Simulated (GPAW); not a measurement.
# PtS2 (C2/m) in GPAW: settings compared, part 2 of 2

GPAW 26.7.0. Earlier steps stand in the parts before.

## 4. Single point, PBE+U, collinear spin, zero start

Contents of run.py:

```python
from ase.dft.bandgap import bandgap
from ase.io import read, write
from ase.units import GPa
from gpaw import GPAW, PW

atoms = read('PtS2.xyz')
atoms.set_initial_magnetic_moments([0.0, 0.0, 0.0])

calc = GPAW(mode=PW(600),
            xc='PBE',
            kpts={'size': (6, 6, 4), 'gamma': True},
            occupations={'name': 'methfessel-paxton', 'order': 0, 'width': 0.05},
            setups={'Pt': ':d,2.0'},
            spinpol=True,
            nbands=26,
            convergence={'density': 1e-05, 'energy': 1e-05},
            maxiter=150,
            txt='gpaw.txt')
atoms.calc = calc
energy = atoms.get_potential_energy()
forces = atoms.get_forces()
stress = atoms.get_stress()
calc.write('gs.gpw')
write('result.traj', atoms)
print(f'Energy: {energy:.6f} eV')
print('Forces (eV/A):')
print(forces.round(4))
print('Stress (GPa):', (stress / GPa).round(3))
print('Moments:', calc.get_magnetic_moments().round(3))
print('Fermi level:', round(calc.get_fermi_level(), 4), 'eV')
print(f'Gap: {bandgap(calc)[0]:.4f} eV, direct: {bandgap(calc, direct=True)[0]:.4f} eV')
```

Contents of PtS2.xyz:

```xyz
3
Lattice="3.1165126000 -1.9104842100 0.0000000000 3.1165126000 1.9104842100 0.0000000000 -0.0030682400 0.0000000000 4.3949362900" Properties=species:S:1:pos:R:3 pbc="T T T"
Pt     0.0000000000      0.0000000000      0.0000000000
S      4.2868116205      0.0000000000      1.2696970942
S      1.9431453395      0.0000000000      3.1252391958
```

Potentials or basis: GPAW PAW data sets (gpaw-data 1.2.1), pw.

Launch:

```console
$ OMP_NUM_THREADS=1 python run.py
```

gpaw.txt:

```text
__  _  _
 | _ |_)|_||  |
 |__||  | ||/\| - 26.7.0

Input parameters:
  mode=PW(ecut=600.0),
  convergence={'density': 1e-05, 'energy': 1e-05},
  kpts=MonkhorstPack(size=(6, 6, 4), gamma=True),
  maxiter=150,
  nbands=26,
  occupations=Occupations(name='methfessel-paxton', order=0, width=0.05),
  setups={'Pt': ':d,2.0'},
  spinpol=True,
  xc=XC(name='PBE')

Diagonalizing LCAO Hamiltonian
Converting LCAO to pw mode

            S

                 S
       Pt

Atoms  # Å, Bohr magnetons
|   | symbol |        x |        y |        z |    initial magnetic moments |
|---|--------|----------|----------|----------|-----------------------------|
| 0 |     Pt | 0.000000 | 0.000000 | 0.000000 | ( 0.0000,  0.0000,  0.0000) |
| 1 |      S | 4.286812 | 0.000000 | 1.269697 | ( 0.0000,  0.0000,  0.0000) |
| 2 |      S | 1.943145 | 0.000000 | 3.125239 | ( 0.0000,  0.0000,  0.0000) |

Unit cell  # Å
| periodic |         x |         y |        z |  lengths |    angles |
|----------|-----------|-----------|----------|----------|-----------|
|      yes |  3.116513 | -1.910484 | 0.000000 | 3.655489 | 90.034102 |
|      yes |  3.116513 |  1.910484 | 0.000000 | 3.655489 | 90.034102 |
|      yes | -0.003068 |  0.000000 | 4.394936 | 4.394937 | 63.018251 |

Number of symmetries: 4
Symmetry operations  # r_c * U_cc + t_c -> r_c
|   | kind |            matrix            |
|---|------|------------------------------|
| 0 |  E   |  1, 0, 0,  0, 1, 0,  0, 0, 1 |
| 1 |  σ   |  0, 1, 0,  1, 0, 0,  0, 0, 1 |
| 2 |  C2  |  0,-1, 0, -1, 0, 0,  0, 0,-1 |
| 3 |  i   | -1, 0, 0,  0,-1, 0,  0, 0,-1 |

BZ-sampling:
  Number of BZ points: 144
  Number of IBZ points: 47

  Monkhorst-Pack size: [6, 6, 4]
  Monkhorst-Pack shift: [0.08333333333333333, 0.08333333333333333, 0.125]

K-points  # in reciprocal-cell coordinates
|     |                                coordinates |     weight |
|-----|--------------------------------------------|------------|
|   0 | (  0.00000000,   0.00000000,   0.00000000) | 0.00694444 |
|   1 | (  0.00000000,   0.00000000,   0.25000000) | 0.01388889 |
|   2 | (  0.00000000,   0.00000000,   0.50000000) | 0.00694444 |
|   3 | (  0.16666667,  -0.16666667,   0.00000000) | 0.01388889 |
|   4 | (  0.16666667,  -0.16666667,   0.25000000) | 0.02777778 |
|   5 | (  0.16666667,  -0.16666667,   0.50000000) | 0.01388889 |
|   6 | (  0.16666667,   0.00000000,  -0.25000000) | 0.02777778 |
[... 92 lines left out ...]
  Maximum mixing coefficient: 0.75
  Old densities: 10
  SVD Regularization: 0.005
  Good broyden scale: 1.0
  Trust region scale: 1.0
  Backstep threshold: 4.0
  History deletion threshold: 6.0
  Fourier metric: weight=20.0, sigma=0.015

occupation numbers:
  Methfessel-Paxton:
    width: 0.0500  # eV
    order: 0

poisson solver:
  ecut: 4800.0  # eV

xc functional:
  name: PBE with 2 nearest neighbor stencil

convergence criteria:
- Maximum integral of absolute [dens]ity change: 1e-05 electrons / valence electron
- Maximum [total energy] change in last 3 cyles: 1e-05 eV / valence electron
- Maximum integral of absolute [eigenst]ate change: 4e-08 eV^2 / valence electron
maximum number of iterations: 150

SCF iterations
|iter     | |      energy | eigst |  dens |  magmom |
|---------|-|-------------|-------|-------|---------|
|iter:   1| |  -14.599258 | +0.21 |       |  +0.0000|
|iter:   2| |  -14.427942 | -1.91 | -1.22 |  -0.0000|
|iter:   3| |  -14.195377 | -2.06 | -1.29 |  +0.0000|
|iter:   4| |  -14.223429 | -3.32 | -1.69 |  +0.0000|
|iter:   5| |  -14.233605 | -3.13 | -1.87 |  +0.0000|
|iter:   6| |  -14.235307 | -4.42 | -2.56 |  +0.0000|
|iter:   7| |  -14.235506 | -5.27 | -3.11 |  +0.0000|
|iter:   8| |  -14.235519c| -6.74 | -3.77 |  +0.0000|
|iter:   9| |  -14.235519c| -8.13c| -4.57 |  +0.0000|
|iter:  10| |  -14.235519c| -8.44c| -5.10c|  +0.0000|

Converged in 10 steps
Energy contributions relative to reference atoms: (reference = -522090.602563)

Energy contributions:
  Kinetic:           0.675609
  Coulomb:          -3.151376
  Zero:             -0.398471
  External:          0.000000
  Xc:              -11.360362
  Entropy:          -0.001839
  Spinorbit:         0.000000
  ----------------------------
  Free energy:     -14.236439
  Extrapolated:    -14.235519

dipole moment: (-21.271014, -0.000000, -15.005682)  # |e|*Ang

Total magnetic moment: (0.000000, 0.000000, 0.000000)

Local magnetic moments
|        x |        y |        z |
|----------|----------|----------|
| 0.000000 | 0.000000 | 0.000000 |  # Pt   0
| 0.000000 | 0.000000 | 0.000000 |  # S    1
| 0.000000 | 0.000000 | 0.000000 |  # S    2

Fermi level: 7.925
Eigenvalues  # (at kpt = [0.000, 0.000, 0.000])
| band index |      eig [eV] | occ [0-1] |      eig [eV] | occ [0-1] |
|------------|---------------|-----------|---------------|-----------|
|          0 |       -44.951 |     1.000 |       -44.951 |     1.000 |
|        ... |               |           |               |           |
|          5 |         0.995 |     1.000 |         0.995 |     1.000 |
|          6 |         1.853 |     1.000 |         1.853 |     1.000 |
|          7 |         1.948 |     1.000 |         1.948 |     1.000 |
|          8 |         4.175 |     1.000 |         4.175 |     1.000 |
|          9 |         4.230 |     1.000 |         4.230 |     1.000 |
|         10 |         5.666 |     1.000 |         5.666 |     1.000 |
[... 8 lines left out ...]
|         19 |        17.008 |     0.000 |        17.008 |     0.000 |
|         20 |        19.395 |     0.000 |        19.395 |     0.000 |
|        ... |               |           |               |           |
|         25 |        21.631 |     0.000 |        21.631 |     0.000 |

No gap
No difference between direct/indirect transitions

Forces  # eV/Ang
|        x |       y |        z |
|----------|---------|----------|
|  0.00000 | 0.00000 |  0.00000 |  # Pt   0
| -1.00913 | 0.00000 | -0.92857 |  # S    1
|  1.00913 | 0.00000 |  0.92857 |  # S    2

Stress tensor  # eV/Ang^3
|         x |        y |         z |
|-----------|----------|-----------|
| -0.005330 | 0.000000 |  0.046035 |
|  0.000000 | 0.080030 |  0.000000 |
|  0.046035 | 0.000000 | -0.000283 |

# Writing to gs.gpw (mode='')
```

Wall time 61 s (1 thread of Arm Neoverse V2, shared host); peak memory 0.24 GiB.

What came out:

* Free energy: -14.2364 eV
* Pressure: -4.0 GPa
* Largest force: 1.371 eV/Å
* Band gap on the k mesh: none (metal or under the smearing width)
* Net moment: 0.00 μB per cell

Forces on the atoms (eV/Å):
```
Pt   0.000  0.000  0.000
S   -1.009  0.000 -0.929
S    1.009  0.000  0.929
```

Stress tensor (GPa, compression positive):
```
  0.85   0.00  -7.38
  0.00 -12.82   0.00
 -7.38   0.00   0.05
```

Caveat: forces of over 1 eV/Å show positions far from the minimum, so gaps and moduli don't describe the material at rest.

## 5. Overview

| level | potentials or basis | spin | U | fixed moment (μB) | gap on the mesh (eV) | pressure (GPa) | moment (μB) | largest force (eV/Å) |
| --- | --- | --- | --- | --- | --- | --- | --- | --- |
| LDA+U | the program's PAW data sets (release 1.2.1) made for this functional, pw | collinear, ferromagnetic start | Pt d U = 5 eV | 1.0 | - | -10.4 | 1.00 | 0.96 |
| PBE+U | GPAW PAW data sets (gpaw-data 1.2.1), pw | collinear, ferromagnetic start | Pt d U = 6 eV | - | none | -3.9 | 0.05 | 1.15 |
| PBE+U | GPAW PAW data sets (gpaw-data 1.2.1), pw | collinear, zero start | Pt d U = 2 eV | - | none | -4.0 | 0.00 | 1.37 |

Alike in all rows: task single point; cell as given; k mesh 6 × 6 × 4; cutoff (eV) 600; smearing gaussian 0.05 eV.

Caveats: forces of over 1 eV/Å show positions far from the minimum, so gaps and moduli don't describe the material at rest (some runs); the total moment is fixed, so each spin has its own Fermi level (some runs).

Total energies depend on the potentials used, so only differences within one code and one set of settings carry meaning.
